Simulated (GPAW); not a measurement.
Runs of GPAW 26.7.0 on As. The structure is cubic, space group Pm-3m (No. 221). The conventional cell has a = 2.704 Å, b = 2.704 Å, c = 2.704 Å, α = 90.00°, β = 90.00°, γ = 90.00°. As (site symmetry m-3m) is surrounded by 6 As at 2.70 Å. This isn't the form of As at room conditions, which is rhombohedral.

```csv
task,level,potentials or basis,cell,k mesh,cutoff (eV),maxiter,optimizer,fmax,max steps,convergence,gap on the mesh (eV),pressure (GPa),relaxed volume (Å³/atom)
relaxation of cell and atoms,PBEsol+D4,"PAW data sets generated in the run's folder for this functional, pw",relaxed,10 × 10 × 10,600,150,BFGS,0.02 eV/Å,60,density=1e-05 forces=0.0001,none,0.1,18.96
relaxation of cell and atoms,PBEsol+D3(BJ)+ATM,"PAW data sets generated in the run's folder for this functional, pw",relaxed,10 × 10 × 10,600,150,BFGS,0.02 eV/Å,60,density=1e-05 forces=0.0001,none,0.2,18.79
relaxation of cell and atoms,PBEsol+D3(BJ),"PAW data sets generated in the run's folder for this functional, pw",relaxed,10 × 10 × 10,600,150,BFGS,0.02 eV/Å,60,density=1e-05 forces=0.0001,none,0.0,18.73
relaxation of cell and atoms,PBEsol+D3,"PAW data sets generated in the run's folder for this functional, pw",relaxed,10 × 10 × 10,600,150,BFGS,0.02 eV/Å,60,density=1e-05 forces=0.0001,none,0.1,19.16
single point,r2SCAN,"GPAW PAW data sets (gpaw-data 1.2.1), pw",as given,8 × 8 × 8,450,120,-,-,-,default,none,(b),-
relaxation of cell and atoms,PBEsol,"PAW data sets generated in the run's folder for this functional, pw",relaxed,10 × 10 × 10,600,150,BFGS,0.02 eV/Å,60,density=1e-05 forces=0.0001,none,0.0,(a)
```

Alike in all rows: no spin polarisation; smearing fermi-dirac 0.05 eV.

Q: Fill in the values left out.

A: (a) 19.43; (b) 1.3.

Caveats: later steps reuse the first step's grids (some runs); pairwise dispersion overbinds metals, which lowers pressure and volume (some runs); the cutoff is short for stress and forces, so pressures can be off by a GPa or more (some runs); the PAW data sets were made with another functional, which shifts forces and pressure a little (some runs).

A k mesh can miss the band edges, and the runs leave out spin-orbit coupling on As.

A gap of «none» marks a metal or a gap under the smearing width.

Runs at the PBE level aren't shown here.
